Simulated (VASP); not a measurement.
Input of a VASP 6.6.1 run:

The input INCAR:

```
SYSTEM = Te2Mo
PREC     = Accurate       ! precision mode
ENCUT    = 300            ! plane-wave cutoff, eV
EDIFF    = 1E-6           ! SCF threshold, eV
ISMEAR   = 0              ! smearing method
SIGMA    = 0.03           ! smearing width, eV
LREAL    = .False.        ! projectors in reciprocal space
LASPH    = .True.         ! aspherical terms in the spheres
NELM     = 80             ! most SCF steps
ALGO     = Normal         ! electronic algorithm
ISIF     = 3              ! what is computed and relaxed
LWAVE    = .False.        ! write WAVECAR
LCHARG   = .False.        ! write CHGCAR
GGA      = PE             ! functional
IBRION   = 2              ! ionic algorithm
NSW      = 90             ! ionic steps
EDIFFG   = -0.01          ! ionic threshold
KPAR     = 2
```

File KPOINTS:

```
regular mesh
0
Gamma
  5 5 1
  0 0 0
```

File POSCAR:

```
Te2Mo
1.0
    3.5182000000      0.0000000000      0.0000000000
   -1.7591000000      3.0468505756      0.0000000000
    0.0000000000      0.0000000000     13.9736000000
Te Mo
4 2
Direct
    0.3333333333      0.6666666667      0.6210000000
    0.6666666667      0.3333333333      0.1210000000
    0.3333333333      0.6666666667      0.8790000000
    0.6666666667      0.3333333333      0.3790000000
    0.3333333333      0.6666666667      0.2500000000
    0.6666666667      0.3333333333      0.7500000000
```

Potentials or basis: VASP PAW PBE potentials, release 64 (Te, Mo).

Launch:

```bash
$ cat potpaw_PBE.64/Te/POTCAR potpaw_PBE.64/Mo/POTCAR > POTCAR
$ mpirun -np 2 vasp_std > vasp.out
```

Question: Predict the relaxed volume.

Answer: 28.17 Å³/atom.

Question: Estimate the relaxed cell.

Answer: a = 3.551 Å, b = 3.551 Å, c = 15.474 Å, α = 90.00°, β = 90.00°, γ = 120.00°.

Question: What does it give for the band gap on the k mesh?

Answer: 1.15 eV, indirect (least direct gap 1.38 eV).

Question: What does it give for the space group after relaxing (to 0.05 Å)?

Answer: P6_3/mmc (No. 194).

Forces on the atoms (eV/Å):
```
Te   0.000  0.000  0.004
Te   0.000  0.000  0.004
Te   0.000  0.000 -0.004
Te   0.000  0.000 -0.004
Mo   0.000  0.000  0.000
Mo   0.000  0.000  0.000
```

Caveat: the k mesh is coarse (spacing up to 0.45 Å⁻¹), so the values aren't converged; spin-orbit coupling is left out, which moves the levels of the heavy elements; an odd mesh through Γ misses points on the zone boundary, where band edges often lie; this functional lacks dispersion, which binds the layers, so the pressure and a relaxed spacing across them are unreliable; the volume moved by +13 % from the deposited cell, more than functionals usually miss.
